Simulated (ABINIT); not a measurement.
# SiC (Moissanite 3C): from the cell to the phonon bands, part 2 of 4

How does SiC (Moissanite 3C) vibrate, and is this structure a minimum?

ABINIT 10.8.3; DFT PBE, scalar-relativistic, plane waves, PseudoDojo stringent norm-conserving pseudopotentials.

So far. Step 3 (Relaxing the cell and atoms): The volume changes by +1.5 % in this run and stands +1.5 % from the first cell. Step 4 (Self-consistent run for the response): The cell stands at -0.31 GPa: the relaxation ran with a smoothed and higher cutoff, and the difference is a stress of the finite basis. The relaxed cell has a = 4.380 Å (conventional setting).

## Step 6: Zone-centre response

The derivative of the wavefunctions by k comes first, since the response to a field is built on it; then the field and the displacements that symmetry doesn't supply are solved at q = 0.

It reads the wavefunctions written in step 4.

The input, dfpt_gamma.abi:

```
ndtset 2

# common to the responses
getwfk_filepath "gso_WFK"
kptopt 2
nqpt 1
qpt 0.0 0.0 0.0
asr 0
chneut 0

# d/dk
rfelfd1 2
rfdir1 1 1 1
iscf1 -3
tolwfr1 1.0d-20

# displacements, field
rfphon2 1
rfatpol2 1 2
rfdir2 1 1 1
rfelfd2 3
getddk2 1
tolvrs2 1.0d-10
prtwf2 0

# basis, mesh and filling
ecut 37.0
ngkpt 8 8 8
nshiftk 1
shiftk 0.0 0.0 0.0
istwfk *1
occopt 1
nband 4
nstep 100
diemac 9.0
prtebands 0
prtgsr 0
useylm 1

# cell and atoms
acell 3*1.0 Angstrom
rprim 
    0.0 2.190032261 2.190032261
    2.190032261 0.0 2.190032261
    2.190032261 2.190032261 0.0
ntypat 2
znucl 14 6
natom 2
typat 1 2
xred 
    0.0 0.0 0.0
    0.25 0.25 0.25
pp_dirpath "./pseudo"
pseudos "Si.upf, C.upf"
```

The run is started by

```console
$ OMP_NUM_THREADS=1 mpirun -n 4 abinit dfpt_gamma.abi > dfpt_gamma.log
```

Numbers of over 12 decimals in the logs are rounded to 6 here.

dfpt_gamma.abo, the main output file:

```text
[banners, grids, parts of the stress and lines that vanish by symmetry left out]
- input  file    -> dfpt_gamma.abi
- output file    -> dfpt_gamma.abo
- root for input  files -> dfpt_gammai
[...]
DATASET    1 : space group F-4 3 m (#216); Bravais cF (face-center cubic)
[...]
nfft =       46656          nkpt =         260
[...]
DATASET    2 : space group F-4 3 m (#216); Bravais cF (face-center cubic)
[...]
nfft =       46656          nkpt =         260
[...]
== DATASET  1 ==================================================================
[...]
cutoff_energies: {ecut:  37.0, pawecutdg:  -1.0, }
[...]
-  6.00000   4.00000  171031                  znucl, zion, pspdat
[...]
Perturbation : derivative vs k along direction   1
[...]
-ETOT  1  -13.643009205591     -1.364E+01 3.058E-01 0.000E+00
 ETOT  2  -13.688209316523     -4.520E-02 4.552E-03 0.000E+00
 ETOT  3  -13.688524487496     -3.152E-04 2.510E-05 0.000E+00
 ETOT  4  -13.688527405725     -2.918E-06 5.321E-07 0.000E+00
 ETOT  5  -13.688527436632     -3.091E-08 4.093E-09 0.000E+00
[...]
At SCF step   12   max residual=  9.99E-21 < tolwfr=  1.00E-20 =>converged.
[...]
Perturbation : derivative vs k along direction   2
[...]
-ETOT  1  -13.643051348941     -1.364E+01 3.058E-01 0.000E+00
[...]
At SCF step   12   max residual=  9.99E-21 < tolwfr=  1.00E-20 =>converged.
[...]
Perturbation : derivative vs k along direction   3
[...]
-ETOT  1  -13.643010930652     -1.364E+01 3.058E-01 0.000E+00
[...]
At SCF step   12   max residual=  9.99E-21 < tolwfr=  1.00E-20 =>converged.
[...]
1        1       1.9851896075    0.0000000000
     1        2       0.9925948038   -0.0000000000
     1        3       0.9925948038    0.0000000000
     2        1       0.9925948038   -0.0000000000
     2        2       1.9851896075    0.0000000000
     2        3       0.9925948038    0.0000000000
     3        1       0.9925948038    0.0000000000
     3        2       0.9925948038    0.0000000000
     3        3       1.9851896075    0.0000000000
[...]
== DATASET  2 ==================================================================
[...]
cutoff_energies: {ecut:  37.0, pawecutdg:  -1.0, }
[...]
Perturbation : displacement of atom   1   along direction   1
[...]
-ETOT  1   6.680883     -4.357E+01 4.668E-01 4.508E+02
[...]
At SCF step    9       vres2   =  8.04E-12 < tolvrs=  1.00E-10 =>converged.
[...]
Perturbation : displacement of atom   2   along direction   1
[...]
-ETOT  1   8.468698     -5.602E+02 1.599E+00 5.764E+03
[...]
At SCF step   10       vres2   =  1.83E-12 < tolvrs=  1.00E-10 =>converged.
[...]
Perturbation : homogeneous electric field along direction   1
[...]
-ETOT  1  -116.54935844258     -1.165E+02 4.716E+00 9.395E+03
[...]
ETOT  9  -119.03992147363     -1.833E-12 4.786E-14 3.363E-10
 ETOT 10  -119.03992147363      2.132E-13 1.273E-15 1.199E-11
 At SCF step   10       vres2   =  1.20E-11 < tolvrs=  1.00E-10 =>converged.
[...]
Dielectric tensor, in cartesian coordinates,
[...]
1    4   1    4         7.1038256561        -0.0000000000
   1    4   2    4        -0.0000000000        -0.0000000000
   1    4   3    4        -0.0000000000        -0.0000000000
   2    4   1    4        -0.0000000000        -0.0000000000
   2    4   2    4         7.1038256561        -0.0000000000
   2    4   3    4        -0.0000000000        -0.0000000000
   3    4   1    4        -0.0000000000        -0.0000000000
   3    4   2    4        -0.0000000000        -0.0000000000
   3    4   3    4         7.1038256561        -0.0000000000
  Effective charges, in cartesian coordinates,
[...]
1    1   1    4         2.6792627031         0.0000000000
   2    1   1    4         0.0000000000         0.0000000000
   3    1   1    4        -0.0000000000         0.0000000000
   1    2   1    4        -2.7147548674         0.0000000000
   2    2   1    4        -0.0000000000         0.0000000000
[...]
Effective charges, in cartesian coordinates,
[...]
2    4   1    2        -0.0000000000         0.0000000000
   3    4   1    2        -0.0000000000         0.0000000000
   1    4   2    2         0.0000000000         0.0000000000
   2    4   2    2        -2.7147548677         0.0000000000
   3    4   2    2         0.0000000000         0.0000000000
   1    4   3    2         0.0000000000         0.0000000000
   2    4   3    2         0.0000000000         0.0000000000
   3    4   3    2        -2.7147548677         0.0000000000
  Phonon wavevector (reduced coordinates) :  0.00000  0.00000  0.00000
 Phonon energies in Hartree :
[...]
Phonon frequencies in cm-1    :
-  3.145522E-01  3.145523E-01  3.145527E-01  7.770033E+02  7.770033E+02
-  7.770033E+02
  Phonon at Gamma, with non-analyticity in the
[...]
Phonon energies in Hartree :
[...]
Phonon frequencies in cm-1    :
-  3.145522E-01  3.145523E-01  2.668846E+00  7.770033E+02  7.770033E+02
-  9.435664E+02
  Phonon at Gamma, with non-analyticity in the
[...]
Phonon energies in Hartree :
[...]
Phonon frequencies in cm-1    :
-  3.145522E-01  3.145527E-01  2.668846E+00  7.770033E+02  7.770033E+02
-  9.435664E+02
  Phonon at Gamma, with non-analyticity in the
[...]
Phonon energies in Hartree :
[...]
Phonon frequencies in cm-1    :
-  3.145523E-01  3.145527E-01  2.668846E+00  7.770033E+02  7.770033E+02
-  9.435664E+02
[...]
fcart2     0.0000000000E+00  0.0000000000E+00  0.0000000000E+00
           strten2     0.0000000000E+00  0.0000000000E+00  0.0000000000E+00
================================================================================
```

The job ended after 61 s (4 MPI ranks of Arm Neoverse V2, shared host).

Numbers from this step:

```
miss of the charge sum rule                                       : 0.03549 e
largest acoustic frequency at the zone centre before the sum rule : 0.31 cm⁻¹
highest optical zone-centre mode (no LO-TO term)                  : 777 cm⁻¹
lowest optical zone-centre mode                                   : 777 cm⁻¹
mean high-frequency dielectric constant                           : 7.104
largest Born charge in size (third of the trace)                  : 2.715 e
```

Born charge (rows field, columns displacement), before the sum rule (e), principal values of the symmetric part by kind of site:

```
atom  atoms with these values    low  middle   high   mean
 Si1                        1   2.68    2.68   2.68   2.68
  C2                        1  -2.71   -2.71  -2.71  -2.71
```

In full for C2:

```
-2.71  0.00  0.00
 0.00 -2.71  0.00
 0.00  0.00 -2.71
```

High-frequency dielectric tensor:

```
7.10 0.00 0.00
0.00 7.10 0.00
0.00 0.00 7.10
```

The acoustic modes at Γ come out as far as 0.3 cm⁻¹ from zero, where they should vanish, a small numerical error; the Born charges miss their sum rule by 0.035 e, which is fair.

## Step 7: Modes with the sum rule

anaddb reads the merged derivatives, imposes the acoustic sum rule and charge neutrality, and adds the LO-TO term along chosen directions.

The input, anaddb.abi:

```
ddb_filepath "gamma_DDB"
output_file "anaddb.abo"
outdata_prefix "anaddb"
asr 1
chneut 1
enunit 2
eivec 1
nph1l 1
qph1l 0.0 0.0 0.0 1.0
dieflag 1
nph2l 3
qph2l 
    1.0 0.0 0.0 0.0
    0.0 0.0 1.0 0.0
    1.0 1.0 1.0 0.0
```

The input, mrgddb.in:

```
gamma_DDB
merged
2
dfpt_gammao_DS2_DDB
gso_DDB
```

The run is started by

```console
$ mrgddb < mrgddb.in > mrgddb.log
$ OMP_NUM_THREADS=1 anaddb anaddb.abi > anaddb.log
```

anaddb.abo, the main output file:

```text
[banners, grids, parts of the stress and lines that vanish by symmetry left out]
-outvars_anaddb: echo values of input variables ----------------------

 Flags :
[...]
Dielectric Tensor and Effective Charges
[...]
Effective charge tensors after
[...]
Phonon wavevector (reduced coordinates) :  0.00000  0.00000  0.00000
 Phonon energies in Hartree :
[...]
Phonon energies in meV     :
-  0.000000E+00  0.000000E+00  0.000000E+00  9.633611E+01  9.633611E+01
-  9.633611E+01
 Phonon frequencies in cm-1    :
-  0.000000E+00  0.000000E+00  0.000000E+00  7.770031E+02  7.770031E+02
-  7.770031E+02
 Phonon frequencies in Thz     :
-  0.000000E+00  0.000000E+00  0.000000E+00  2.329397E+01  2.329397E+01
-  2.329397E+01
 Phonon energies in Kelvin  :
-  0.000000E+00  0.000000E+00  0.000000E+00  1.117934E+03  1.117934E+03
-  1.117934E+03
[...]
-  1  0.00000000E+00  0.00000000E+00 -3.69884997E-03
-     0.00000000E+00  0.00000000E+00  0.00000000E+00
-  2  0.00000000E+00  0.00000000E+00 -3.69884998E-03
-     0.00000000E+00  0.00000000E+00  0.00000000E+00
[...]
-  1  4.98439239E-07 -3.69884994E-03  0.00000000E+00
-     0.00000000E+00  0.00000000E+00  0.00000000E+00
-  2  4.98439240E-07 -3.69884994E-03  0.00000000E+00
-     0.00000000E+00  0.00000000E+00  0.00000000E+00
[...]
-  1  3.69884994E-03  4.98439239E-07  0.00000000E+00
-     0.00000000E+00  0.00000000E+00  0.00000000E+00
-  2  3.69884995E-03  4.98439240E-07  0.00000000E+00
-     0.00000000E+00  0.00000000E+00  0.00000000E+00
[...]
-  1  0.00000000E+00 -1.15240714E-07 -2.41888499E-03
-     0.00000000E+00  0.00000000E+00  0.00000000E+00
-  2  0.00000000E+00  2.69469075E-07  5.65611476E-03
-     0.00000000E+00  0.00000000E+00  0.00000000E+00
[...]
-  1  3.55898707E-07  2.41888497E-03 -1.15239419E-07
-     0.00000000E+00  0.00000000E+00  0.00000000E+00
-  2 -8.32203241E-07 -5.65611470E-03  2.69466047E-07
-     0.00000000E+00  0.00000000E+00  0.00000000E+00
[...]
-  1  2.41888497E-03 -3.55898288E-07  0.00000000E+00
-     0.00000000E+00  0.00000000E+00  0.00000000E+00
-  2 -5.65611470E-03  8.32202260E-07  0.00000000E+00
-     0.00000000E+00  0.00000000E+00  0.00000000E+00
[...]
-     1         -0.000000    -0.000000     0.000000     0.000000
-     2         -0.000000     0.000000     0.000000     0.000000
-     3         -0.000000    -0.000000     0.000000     0.000000
-     4          0.000013    -0.000169    -3.540252     3.540252
-     5          0.000521     3.540252    -0.000169     3.540252
-     6          3.540252    -0.000521     0.000013     3.540252
[...]
-   1     Real    0.0000E+00  0.0000E+00  0.0000E+00  0.0000E+00  0.0000E+00  0.0000E+00  0.0000E+00
[...]
-   2     Real    0.0000E+00  0.0000E+00  0.0000E+00  0.0000E+00  0.0000E+00  0.0000E+00  0.0000E+00
[...]
-   3     Real    0.0000E+00  0.0000E+00  0.0000E+00  0.0000E+00  0.0000E+00  0.0000E+00  0.0000E+00
[...]
-   4     Real    0.0000E+00  1.0765E-12  4.7430E-04 -8.2125E-14 -1.7238E-09  2.2596E-08  4.7430E-04
[...]
-   5     Real    1.0268E-11  4.7430E-04  1.0765E-12  6.9785E-08 -3.3247E-12 -2.2596E-08  4.7430E-04
[...]
-   6     Real    4.7430E-04  1.0268E-11  0.0000E+00 -6.9785E-08  1.7271E-09 -2.5412E-13  4.7430E-04
[...]
Phonon at Gamma, with non-analyticity in the
[...]
Phonon energies in Hartree :
[...]
Phonon energies in meV     :
-  0.000000E+00  0.000000E+00  0.000000E+00  9.633611E+01  9.633611E+01
-  1.168881E+02
 Phonon frequencies in cm-1    :
-  0.000000E+00  0.000000E+00  0.000000E+00  7.770031E+02  7.770031E+02
-  9.427662E+02
 Phonon frequencies in Thz     :
-  0.000000E+00  0.000000E+00  0.000000E+00  2.329397E+01  2.329397E+01
-  2.826342E+01
 Phonon energies in Kelvin  :
-  0.000000E+00  0.000000E+00  0.000000E+00  1.117934E+03  1.117934E+03
-  1.356430E+03
[...]
-  1  0.00000000E+00  0.00000000E+00 -3.69884997E-03
-     0.00000000E+00  0.00000000E+00  0.00000000E+00
-  2  0.00000000E+00  0.00000000E+00 -3.69884998E-03
-     0.00000000E+00  0.00000000E+00  0.00000000E+00
[...]
Phonon at Gamma, with non-analyticity in the
[...]
Phonon energies in Hartree :
[...]
Phonon energies in meV     :
-  0.000000E+00  0.000000E+00  0.000000E+00  9.633611E+01  9.633611E+01
-  1.168881E+02
 Phonon frequencies in cm-1    :
-  0.000000E+00  0.000000E+00  0.000000E+00  7.770031E+02  7.770031E+02
-  9.427662E+02
 Phonon frequencies in Thz     :
-  0.000000E+00  0.000000E+00  0.000000E+00  2.329397E+01  2.329397E+01
-  2.826342E+01
 Phonon energies in Kelvin  :
-  0.000000E+00  0.000000E+00  0.000000E+00  1.117934E+03  1.117934E+03
-  1.356430E+03
[...]
Phonon at Gamma, with non-analyticity in the
[...]
Phonon energies in Hartree :
[...]
Phonon energies in meV     :
-  0.000000E+00  0.000000E+00  0.000000E+00  9.633611E+01  9.633611E+01
-  1.168881E+02
 Phonon frequencies in cm-1    :
-  0.000000E+00  0.000000E+00  0.000000E+00  7.770031E+02  7.770031E+02
-  9.427662E+02
 Phonon frequencies in Thz     :
-  0.000000E+00  0.000000E+00  0.000000E+00  2.329397E+01  2.329397E+01
-  2.826342E+01
 Phonon energies in Kelvin  :
-  0.000000E+00  0.000000E+00  0.000000E+00  1.117934E+03  1.117934E+03
-  1.356430E+03
[...]
-  1  3.83063305E-07  3.69884971E-03 -1.32421477E-06
-     0.00000000E+00  0.00000000E+00  0.00000000E+00
-  2  3.83062474E-07  3.69884972E-03 -1.32421561E-06
-     0.00000000E+00  0.00000000E+00  0.00000000E+00
[...]
-  1  3.69884995E-03 -3.83005131E-07  0.00000000E+00
-     0.00000000E+00  0.00000000E+00  0.00000000E+00
-  2  3.69884996E-03 -3.83005963E-07  0.00000000E+00
-     0.00000000E+00  0.00000000E+00  0.00000000E+00
[...]
-  1  4.55440494E-04  1.43659126E-03 -1.89203175E-03
-     0.00000000E+00  0.00000000E+00  0.00000000E+00
-  2 -1.06496328E-03 -3.35920270E-03  4.42416598E-03
-     0.00000000E+00  0.00000000E+00  0.00000000E+00
[...]
-  1  1.92178139E-03 -1.35531373E-03 -5.66467657E-04
-     0.00000000E+00  0.00000000E+00  0.00000000E+00
-  2 -4.49373000E-03  3.16915026E-03  1.32457975E-03
-     0.00000000E+00  0.00000000E+00  0.00000000E+00
[...]
Direction                     Dielectric constant
[...]
0.00000   0.00000   1.00000     10.45814658
   1.00000   1.00000   1.00000     10.45814658
-
```

It took 0.48 s on 1 thread.

Read from the output:

```
mean static dielectric constant      : 10.46
highest mode moved by the LO-TO term : 942.8 cm⁻¹
```

No LO-TO term; unit eigenvectors of the mass-weighted matrix, from anaddb's displacements. Modes at Γ, with each element's share of the kinetic energy:

```
mode  frequency (cm⁻¹)  symmetry  Si %  C %
   1               0.0  acoustic    70   30
   2               0.0  acoustic    70   30
   3               0.0  acoustic    70   30
   4             777.0        T2    30   70
   5             777.0        T2    30   70
   6             777.0        T2    30   70
```

Displacements in mode 5 (777.0 cm⁻¹), the largest set to 1:
```
Si1  0.00  0.43  0.00
C2   0.00 -1.00  0.00
```

Trace of the oscillator strength, degenerate modes summed. Infrared lines, with heights relative to the strongest:

```
position (cm⁻¹)  lines merged  IR intensity, relative
            777             3                     100
```

Static dielectric tensor (ions relaxed, fixed cell):

```
10.46  0.00  0.00
 0.00 10.46  0.00
 0.00  0.00 10.46
```

The rule moves no optical mode by more than 0.1 cm⁻¹.

(Continued in part 3 of 4.)

[Host names and launcher messages were left out of these logs when they were recorded.]

[Logs are printed without paths, hosts, clocks, repeated set-up lines and the standing remarks that a program may print on its own settings, such as how far it seeks lower states.]

[Hosts, paths, dates, database ids (printed as entryN), source tags and the programs' standing remarks are cut or masked in the printed files.]
